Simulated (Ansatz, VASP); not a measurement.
## Two plane-wave programs on CuO

Contents of INCAR:

```
SYSTEM = CuO
PREC = Accurate
ENCUT = 520
EDIFF = 1E-7
ISMEAR = 0
SIGMA = 0.05
LREAL = .FALSE.
LASPH = .TRUE.
NELM = 80
ALGO = Normal
ISIF = 2
LWAVE = .FALSE.
LCHARG = .FALSE.
ISPIN = 2
MAGMOM = -0.34 0
LORBIT = 11
LMAXMIX = 4
LDAU = .TRUE.
LDAUTYPE = 2
LDAUL = 2 -1
LDAUU = 6 0
LDAUJ = 0 0
LDAUPRINT = 1
METAGGA = R2SCAN
LMIXTAU = .TRUE.
NBANDS = 20
```

File KPOINTS:

```
Automatic mesh
0
G
  7 7 7
  0 0 0
```

POSCAR

```
CuO
1.0
    0.0000000000      2.3272527300      2.3272527300
    2.3272527300      0.0000000000      2.3272527300
    2.3272527300      2.3272527300      0.0000000000
Cu O
1 1
Direct
    0.0000000000      0.0000000000      0.0000000000
    0.2500000000      0.2500000000      0.2500000000
```

Contents of input.yaml:

```yaml
crystal:
  lattice:
    - [0.0, 2.32725273, 2.32725273]
    - [2.32725273, 0.0, 2.32725273]
    - [2.32725273, 2.32725273, 0.0]
  atoms:
    - { symbol: Cu, position: [0.0, 0.0, 0.0], spin: -0.34 }
    - { symbol: O, position: [0.25, 0.25, 0.25] }
hamiltonian:
  xc: r2scan
  pseudopotentials: { kind: paw }
  hubbard: { sites: [{ species: Cu, l: d, u_eff: 6.0 }] }
magnetization:
  spin_polarized: true
kpoints:
  mp_grid: { grid: [7, 7, 7] }
scf:
  occupations: { method: gaussian, width: 0.05 }
output:
  forces: true
  stress: true
  eigenvalues: true
```

Measurements of this composition are mostly on another form, of space group No. 15.

Alike in both runs: task single point; functional r2SCAN; k mesh 7 × 7 × 7; occupations gaussian, width 0.05 eV; collinear spin, random start; Hubbard terms Cu d U = 6 eV.

|  | VASP | Ansatz |
| --- | --- | --- |
| version | VASP 6.6.1 | Ansatz 0.2.0 |
| potentials or method | VASP PAW PBE potentials, release 64 (Cu, O) | Ansatz PAW |
| plane-wave cutoff (eV) | 520 | 500 |
| valence electrons in the cell | 17 | 25 |

Ansatz gave:

* gap on the k mesh at the Fermi level (eV): none
* pressure (GPa): -9.8
* net moment per atom (μB): 0.50
* size of the moment on the site where the two differ most (μB): 0.55

Question: What did VASP give for the same quantities?

Answer: gap on the k mesh at the Fermi level (eV): none; pressure (GPa): -14.5; net moment per atom (μB): 0.50; size of the moment on the site where the two differ most (μB): 0.46.

Site moments also hang on the region over which each program counts them. The programs project onto different local orbitals, so the same U acts differently. A gap of «none» marks a metal or a gap that the smearing closes. The two sets of potentials don't hold the same shells in valence.

Caveats: a cell with one magnetic atom can't hold antiferromagnetic order, which such compounds often take; the PAW data sets were made with another functional, which shifts forces and pressure a little (VASP); the magnetic or orbital state may not be the lowest (Ansatz); the PAW data sets come from PBE, with cores solved anew for the run's functional, which leaves a small shift of forces and pressure (Ansatz). The state reached can hang on the start; a lower one may exist.
